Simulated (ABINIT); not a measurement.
Input of an ABINIT 10.8.3 (patched build) run:

The input run.abi:

```
# Datasets: ground state, then fixed potential
ndtset 2

# Pseudopotentials
pp_dirpath "./"
pseudos "As.GGA_PBE-JTH.xml, Ga.GGA_PBE-JTH.xml"

# Structure
acell 3.9977696088 3.9977696088 3.9977696088 Angstrom
rprim
     0.0000000000     0.7071067812     0.7071067812
     0.7071067812     0.0000000000     0.7071067812
     0.7071067812     0.7071067812     0.0000000000
ntypat 2
znucl 33 31
natom 2
typat 1 2
xcart
     8.0129584431     8.0129584431     8.0129584431
     0.0000000000     0.0000000000     0.0000000000

# Plane-wave basis
ecut 462.593566 eV
pawecutdg 34.0
pawxcdev 0

# Exchange and correlation
ixc 11

# Bands and occupations
occopt 3
tsmear 0.05 eV

# Spin
nspinor 2
nspden 1
pawspnorb 1

# SCF cycle
nstep 100

# Output
iomode 3
prtwf 0
prteig 0
prtebands 0
enunit 1
prtden1 1
prtvha1 1
prtvclmb1 1
prtpot1 1

# Dataset 1
kptopt1 4
ngkpt1 8 8 8
nshiftk1 1
shiftk1 0.0 0.0 0.0
nband1 36
tolvrs1 1.0e-9

# Dataset 2: bands along G-X-W-K-G-L-U-W-L-K
iscf2 -2
getden2 1
nband2 48
nbdbuf2 8
tolwfr2 1.0e-11
kptopt2 -9
ndivsm2 8
prteig2 1
prtvol2 -3
kptbounds2
     0.0000000000     0.0000000000     0.0000000000
     0.5000000000     0.0000000000     0.5000000000
     0.5000000000     0.2500000000     0.7500000000
     0.3750000000     0.3750000000     0.7500000000
     0.0000000000     0.0000000000     0.0000000000
     0.5000000000     0.5000000000     0.5000000000
     0.6250000000     0.2500000000     0.6250000000
     0.5000000000     0.2500000000     0.7500000000
     0.5000000000     0.5000000000     0.5000000000
     0.3750000000     0.3750000000     0.7500000000
```

Potentials or basis: JTH PAW PBE v2.0.

The run is started by

```sh
$ abinit run.abi > log 2>&1
```

**Question.** What does it give for the band gap on the k mesh?

**Answer.** 0.40 eV, direct.

**Question.** Estimate the band gap along the path.

**Answer.** 0.40 eV, direct.

Levels at the corners of the path, in eV from the valence-band top:
```csv
point,band 25,band 26,band 27,band 28,band 29,band 30,band 31,band 32
Γ,0.00,0.00,0.00,0.00,0.40,0.40,3.50,3.50
X,-2.83,-2.83,-2.74,-2.74,1.36,1.36,1.55,1.55
W,-3.71,-3.59,-3.46,-3.42,4.40,4.58,4.61,4.64
K,-4.00,-3.94,-2.37,-2.36,1.85,1.86,4.49,4.56
Γ,0.00,0.00,0.00,0.00,0.40,0.40,3.50,3.50
L,-1.35,-1.35,-1.15,-1.15,0.89,0.89,4.49,4.49
U,-4.00,-3.94,-2.37,-2.36,1.85,1.86,4.49,4.56
W,-3.71,-3.59,-3.46,-3.42,4.40,4.58,4.61,4.64
L,-1.35,-1.35,-1.15,-1.15,0.89,0.89,4.49,4.49
K,-4.00,-3.94,-2.37,-2.36,1.85,1.86,4.49,4.56
```

**What was measured.**

From “Evidence of valence band perturbations in GaAsN/GaAs(001): A combined variable-angle spectroscopic ellipsometry and modulated photoreflectance investigation”, 2008, arxiv:0805.2212, for a bulk crystal of GaAs at 300 K: band gap 1.412 ± 0.01 eV (direct).

A measured gap of GaAs is 1.412 eV (direct; 300 K; “Evidence of valence band perturbations in GaAsN/GaAs(001): A combined variable-angle spectroscopic ellipsometry and modulated photoreflectance investigation”, 2008, arxiv:0805.2212); the calculated 0.40 eV misses it by -1.01 eV. So large a miss can be the level of theory's own, or it may mean another phase, state or a wrong row. 3 values of this kind are on record (1.412 to 1.51 eV); this one was drawn at random among those near their median, those with a stated uncertainty first. The value is that of PBE, without temperature or zero-point motion. Semilocal functionals fall short of measured gaps as a rule.
